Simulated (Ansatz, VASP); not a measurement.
One calculation of In, two programs

File INCAR:

```
SYSTEM = In
PREC     = Accurate       ! precision mode
ENCUT    = 520            ! plane-wave cutoff, eV
EDIFF    = 1E-7           ! SCF threshold, eV
ISMEAR   = -1             ! smearing method
SIGMA    = 0.05           ! smearing width, eV
LREAL    = .FALSE.        ! projectors in reciprocal space
LASPH    = .TRUE.         ! aspherical terms in the spheres
NELM     = 100            ! most SCF steps
ALGO     = Normal         ! electronic algorithm
ISIF     = 2              ! what is computed and relaxed
LWAVE    = .FALSE.        ! write WAVECAR
LCHARG   = .FALSE.        ! write CHGCAR
GGA      = PS             ! functional
NBANDS   = 12             ! bands
```

The input KPOINTS:

```
Automatic mesh
0
G
  10 10 10
  0 0 0
```

The input POSCAR:

```
In
1.0
   -1.8825252400      1.8825252400      1.8825252400
    1.8825252400     -1.8825252400      1.8825252400
    1.8825252400      1.8825252400     -1.8825252400
In
1
Direct
    0.0000000000      0.0000000000      0.0000000000
```

The input input.yaml:

```yaml
crystal:
  lattice:
    - [-1.88252524, 1.88252524, 1.88252524]
    - [1.88252524, -1.88252524, 1.88252524]
    - [1.88252524, 1.88252524, -1.88252524]
  atoms:
    - { symbol: In, position: [0.0, 0.0, 0.0] }
kpoints:
  mp_grid: { grid: [10, 10, 10] }
scf:
  occupations: { method: fermi_dirac, width: 0.05 }
hamiltonian:
  xc: pbesol
  pseudopotentials: { kind: all_electron, lapw: { basis_error: 0.0005 } }
output:
  forces: true
  stress: true
  eigenvalues: true
```

Alike in both runs: task single point; functional PBEsol; k mesh 10 × 10 × 10; occupations fermi-dirac, width 0.05 eV; no spin polarisation.

|  | VASP | Ansatz |
| --- | --- | --- |
| version | VASP 6.6.1 | Ansatz 0.2.0 |
| potentials or method | VASP PAW PBE potentials, release 64 (In_d) | all-electron LAPW, scalar-relativistic |
| plane-wave cutoff (eV) | 520 | see its input |

Ansatz gave:

* gap on the k mesh at the Fermi level (eV): none
* pressure (GPa): -1.3

Problem. Estimate VASP's values.

Solution. gap on the k mesh at the Fermi level (eV): none; pressure (GPa): -1.4.

A gap of «none» marks a metal or a gap that the smearing closes. Ansatz ran all-electron here, so the differences hold the error of VASP's frozen core and of both bases.

Caveats: the PAW data sets were made with another functional, which shifts forces and pressure a little (VASP).
